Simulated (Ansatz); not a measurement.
The system is CuCl2.

```
Cu Cl
1.0
     4.52065    0.00000    0.00000
     0.00000    4.52065    0.00000
     0.00000    0.00000    4.31771
Cu Cl
1 2
Direct
  0.00000 0.00000 0.00000
  0.00000 0.50000 0.00000
  0.50000 0.00000 0.00000
```

Measurements of this composition are mostly on another form, of space group No. 12.

| Quantity | Value |
| --- | --- |
| Program | Ansatz 0.2.0 |
| Task | relaxation of cell and atoms |
| Functional | PBEsol |
| Potentials or basis | Ansatz PAW |
| Cutoff | 420 eV (not typed: the program's choice for these potentials) |
| k mesh | 6 × 6 × 6 |
| Occupations | fermi-dirac, width 0.05 eV |
| Spin | no spin polarisation |
| Hubbard terms | Cu d U = 5 eV |

At the start: volume 29.41 Å³/atom.

Q: How do energy, volume and symmetry change on relaxing?

A: It ends after 10 steps and the volume is 30.04 Å³/atom (+2.1 %); space group P4/mmm (No. 123, to 0.05 Å).

The path:
| step | energy change (eV) | largest force (eV/Å) | volume (Å³) |
| --- | --- | --- | --- |
| 1 | 0.0000 | 0.0000 | 88.24 |
| 2 | -0.0066 | 0.0000 | 87.43 |
| 3 | -0.0091 | 0.0000 | 86.58 |
| 4 | -0.0091 | 0.0000 | 86.68 |
| 5 | -0.0091 | 0.0000 | 86.76 |
| 6 | -0.0091 | 0.0000 | 87.46 |
| 7 | -0.0090 | 0.0000 | 88.46 |
| 8 | -0.0089 | 0.0000 | 89.85 |
| 9 | -0.0089 | 0.0000 | 90.12 |
| 10 | -0.0091 | 0.0000 | 90.12 |

Final structure:
```yaml
crystal:
  lattice:
    - [4.47619, 0.00000, 0.00000]
    - [0.00000, 4.47619, 0.00000]
    - [0.00000, 0.00000, 4.49780]
  atoms:
    - { symbol: Cu, position: [0.00000, 0.00000, 0.00000] }
    - { symbol: Cl, position: [0.00000, 0.50000, 0.00000] }
    - { symbol: Cl, position: [0.50000, 0.00000, 0.00000] }
```

Caveat: the plane-wave basis is chosen anew once the cell has moved, so the energies of steps on either side of that aren't comparable; this functional lacks dispersion, which binds the layers, so the pressure and a relaxed spacing across them are unreliable; an odd number of electrons without spin polarisation forces a metal; a magnetic or distorted state may lie lower; the run has no spin polarisation, though such a crystal can be magnetic; U without spin polarisation on a metal has little footing; the PAW data sets come from PBE, with cores solved anew for the run's functional, which leaves a small shift of forces and pressure.
